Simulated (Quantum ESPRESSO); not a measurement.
## KTaO3: equation of state with PBEsol

Crystal: KTaO3.

```xyz
5
Lattice="3.9883 0.0000 0.0000 0.0000 3.9883 0.0000 0.0000 0.0000 3.9883" Properties=species:S:1:pos:R:3 pbc="T T T"
Ta    0.0000    0.0000    0.0000
K     1.9942    1.9942    1.9942
O     0.0000    0.0000    1.9942
O     0.0000    1.9942    0.0000
O     1.9942    0.0000    0.0000
```

| Quantity | Value |
| --- | --- |
| Program | Quantum ESPRESSO 7.5 |
| Task | equation of state |
| Functional | PBEsol |
| Potentials or basis | GBRV 1.5 PBEsol |
| Cutoff | 762 eV |
| Density cutoff | 6095 eV |
| k mesh | 7 × 7 × 7 |
| Occupations | fermi-dirac, width 0.05 eV |
| Spin | no spin polarisation |

```json
{
 "Equilibrium volume": "12.69 Å³/atom",
 "Bulk modulus": "204 GPa",
 "Pressure derivative of the bulk modulus": "4.5"
}
```

Energy against volume, from the lowest point:
```
volume (Å³/atom)  energy (meV/atom)
          11.927              32.94
          12.180              14.17
          12.434               3.47
          12.688               0.00
          12.942               3.01
          13.196              11.80
          13.449              25.79
```

All runs of the series together: 3.2 min on 2 threads of Intel(R) Xeon(R) 6975P-C (Granite Rapids), with other jobs on the host.

The run has no spin-orbit coupling, so splittings on Ta are missing.
